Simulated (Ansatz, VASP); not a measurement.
**Two plane-wave programs on Te2Mo**

File INCAR:

```
PREC = Accurate
ENCUT = 520
EDIFF = 1E-7
ISMEAR = 0
SIGMA = 0.05
LREAL = F
LASPH = T
NELM = 100
ALGO = Normal
ISIF = 2
LWAVE = F
LCHARG = F
NBANDS = 20
```

KPOINTS

```
Automatic mesh
0
Gamma
  9 9 2
```

POSCAR

```
Te2Mo
1.0
    3.5602328140      0.0000000000      0.0000000000
   -1.7801164070      3.0832520603      0.0000000000
    0.0000000000      0.0000000000     17.1735766636
Te Mo
2 1
Direct
    0.3333333333      0.6666666667      0.8978554500
    0.3333333333      0.6666666667      0.1021445500
    0.0000000000      0.0000000000      0.0000000000
```

Input for Ansatz:

```yaml
crystal:
  lattice:
    - [3.560232814, 0.0, 0.0]
    - [-1.780116407, 3.0832520603, 0.0]
    - [0.0, 0.0, 17.1735766636]
  atoms:
    - { symbol: Te, position: [0.3333333333, 0.6666666667, 0.89785545] }
    - { symbol: Te, position: [0.3333333333, 0.6666666667, 0.10214455] }
    - { symbol: Mo, position: [0.0, 0.0, 0.0] }
basis:
  ecutwfc: 420
kpoints:
  mp_grid: { grid: [9, 9, 2] }
hamiltonian:
  xc: lda
scf:
  occupations: { method: gaussian, width: 0.05 }
output:
  forces: true
  stress: true
  eigenvalues: true
```

Change from the starting cell: strain -0.0200 x Voigt [0, 0, 1, 0, 0, 0], atoms carried along.

Alike in both runs: task single point; functional LDA; k mesh 9 × 9 × 2; occupations gaussian, width 0.05 eV; no spin polarisation.

```csv
,VASP,Ansatz
version,VASP 6.6.1,Ansatz 0.2.0
potentials or method,"VASP PAW LDA potentials, release 64 (Te, Mo_sv)","scalar-relativistic, plane waves, PAW"
plane-wave cutoff (eV),520,420
valence electrons in the cell,26,46
```

|  | VASP | Ansatz | Ansatz less VASP |
| --- | --- | --- | --- |
| gap on the k mesh at the Fermi level (eV) | 1.00 | 1.00 | +0.001 |
| least direct gap on the mesh (eV) | 1.00 | 1.00 | +0.001 |
| rms of the force components (eV/Å) | 0.064 | 0.037 | -0.0273 |

Atom by atom the forces differ by 0.027 eV/Å (rms over components). The two sets of potentials don't hold the same shells in valence.

Caveats: spin-orbit coupling is left out, which moves the levels of the heavy elements.
